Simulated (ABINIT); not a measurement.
# Zr in ABINIT: convergence with cutoff

Input of the first run (cutoff 7 Ha); the others differ in this setting and in those tied to it:

run.abi

```
pp_dirpath "./"
pseudos "40_Zr_12_2.0_2.5_pbe_n_v1.0.psp8"

acell 3.232 3.232 5.147 Angstrom
rprim
     1.0000000000     0.0000000000     0.0000000000
    -0.5000000000     0.8660254038     0.0000000000
     0.0000000000     0.0000000000     1.0000000000
ntypat 1
znucl 40
natom 2
typat 1 1
xcart
     3.0099265637     1.7912006416     7.2868590607
     0.0356439235     3.6103924297     2.3788781661
chkprim 0
chksymtnons 0
tolsym 1.0e-6

ecut 190.479704 eV

kptopt 1
ngkpt 6 6 4
nshiftk 1
shiftk 0.0 0.0 0.0

ixc 11

nband 16
occopt 6
tsmear 0.1 eV

nstep 100
tolvrs 1.0e-10

iomode 3
prtwf 0
prtden 0
prteig 0
prtebands 0
enunit 2
```

Potentials or basis: SPMS NC PBE v1.0.

Launch:

```bash
$ abinit run.abi > log 2>&1
```

The cell isn't the ideal one: atoms moved at random, drawn with an rms of 0.05 Å.

Hardware: 1 thread of Arm Neoverse V2 (shared host).

The values tried are 7 Ha, 9 Ha, 11 Ha, 12.5 Ha, 15.5 Ha, 18 Ha, 20.5 Ha, 24.5 Ha, 29 Ha, loosest first. From which on does the largest force stay within 0.005 eV/Å of the tightest run that finished?

From 12.5 Ha on.

| cutoff | energy less the tightest run (meV/atom) | largest force (eV/Å) | SCF cycles | CPU time (s) | peak memory (GiB) |
| --- | --- | --- | --- | --- | --- |
| 7 Ha | 4653.76 | 0.156 | 8 | 5.9 | 0.06 |
| 9 Ha | 1027.57 | 0.105 | 8 | 9.4 | 0.07 |
| 11 Ha | 198.45 | 0.108 | 8 | 11 | 0.07 |
| 12.5 Ha | 59.69 | 0.102 | 8 | 13 | 0.07 |
| 15.5 Ha | 6.65 | 0.101 | 8 | 20 | 0.07 |
| 18 Ha | 1.34 | 0.101 | 8 | 24 | 0.08 |
| 20.5 Ha | 0.19 | 0.101 | 8 | 29 | 0.08 |
| 24.5 Ha | 0.01 | 0.101 | 9 | 45 | 0.09 |
| 29 Ha | 0.00 | 0.101 | 9 | 53 | 0.1 |

Against the tightest run, the energy stays within 1 meV/atom from 20.5 Ha on. The tightest run that finished is the yardstick and may itself not be fully converged.

Caveat, for the tightest run too: the k mesh is coarse (spacing up to 0.37 Å⁻¹), so the values aren't converged.
